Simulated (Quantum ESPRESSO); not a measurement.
**TaS2 in Quantum ESPRESSO: convergence with smearing width**

The system is TaS2.

```
CELL_PARAMETERS angstrom
3.35000 0.00000 0.00000
-1.67500 2.90119 0.00000
0.00000 0.00000 5.86000
ATOMIC_POSITIONS crystal
Ta 0.00000 0.00000 0.00000
S 0.66667 0.33333 0.75000
S 0.33333 0.66667 0.25000
```

```yaml
Program: Quantum ESPRESSO 7.5
Task: single point
Functional: PBEsol
Potentials_or_basis: PseudoDojo 0.4.1 SR PBEsol standard
Cutoff: 789 eV
Density_cutoff: 3157 eV
k_mesh: 9 × 9 × 5
Occupations: methfessel-paxton, width 0.5 eV
Spin: no spin polarisation
```

These are the settings of the first run; the series varies smearing width, with any setting tied to it.

Hardware: 1 thread of AMD EPYC 9R14 (Zen 4) (shared host).

```
smearing width  energy less the tightest run, at zero smearing (meV/atom)  largest force (eV/Å)  SCF cycles  CPU time (s)  peak memory (GiB)
        0.5 eV                                                      -1.92                 0.956          10            24               0.11
        0.3 eV                                                      -0.67                 0.965          10            25               0.11
        0.2 eV                                                      -0.43                 0.974          10            26               0.11
      0.136 eV                                                      -0.31                 0.979          10            26               0.11
        0.1 eV                                                      -0.16                 0.981          10            25               0.11
       0.05 eV                                                      -0.02                 0.985           9            23               0.11
      0.025 eV                                                      -0.02                 0.993           9            22               0.11
       0.01 eV                                                       0.00                 0.999           9            22               0.11
```

Against the tightest run, the energy stays within 1 meV/atom from 0.3 eV on. Not settled before the last step: the largest force (to 0.005 eV/Å). Narrower smearing needs a denser k mesh, so at a fixed mesh the narrowest width isn't the most accurate. The tightest run that finished is the yardstick and may itself not be fully converged.

 Spin-orbit coupling is left out, which matters for the levels of Ta.
